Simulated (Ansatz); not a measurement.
## HfO₂: pressure against volume

Reference cell: a COD entry, ions relaxed with PBE at fixed cell.

Space group Pbca (No. 61); a = 5.0598, b = 10.0172, c = 5.2276 Å.

| site | Wyckoff | site symmetry | x | y | z |
| --- | --- | --- | --- | --- | --- |
| Hf | 8c | 1 | 0.7451 | 0.8845 | 0.9649 |
| O9 | 8c | 1 | 0.8705 | 0.7907 | 0.6240 |
| O17 | 8c | 1 | 0.5029 | 0.9764 | 0.2617 |

One atom of each set is listed.

All values are calculated (Ansatz; DFT, PBE, plane waves and PAW, scalar-relativistic, 420 eV cutoff, Γ-centred 5×3×5 k-points, Fermi–Dirac smearing 0.02 eV), not measured.

The cell is scaled uniformly, and the ions relax again at each size.

```
V/V₀  pressure (GPa)  gap on the k-mesh (eV)
0.94            22.0                    4.57
0.96            16.1                    4.49
0.98            10.7                    4.42
1.00             5.6                    4.33
1.02               ?                       ?
1.04            -3.1                    4.17
1.06            -6.9                    4.10
```

Question: Estimate the row at V/V₀ = 1.02 and the bulk modulus.

Answer: pressure (GPa): 1.1; gap on the k-mesh (eV): 4.25. Worked: a parabola in ln(V/V₀) through the other 6 rows gives 1.1 GPa there. It crosses zero pressure at V/V₀ = 1.025, the equilibrium volume of this functional, where the bulk modulus is B = −dP/d ln V = 220 GPa. The shape of the cell is held, so in this non-cubic crystal both values are those of uniform scaling, and B is an upper bound to the hydrostatic one. The gap falls as the cell grows, by 0.040 eV per per cent of volume.

PBE gaps are too small, by a third to a half in many semiconductors; their changes with volume are better.
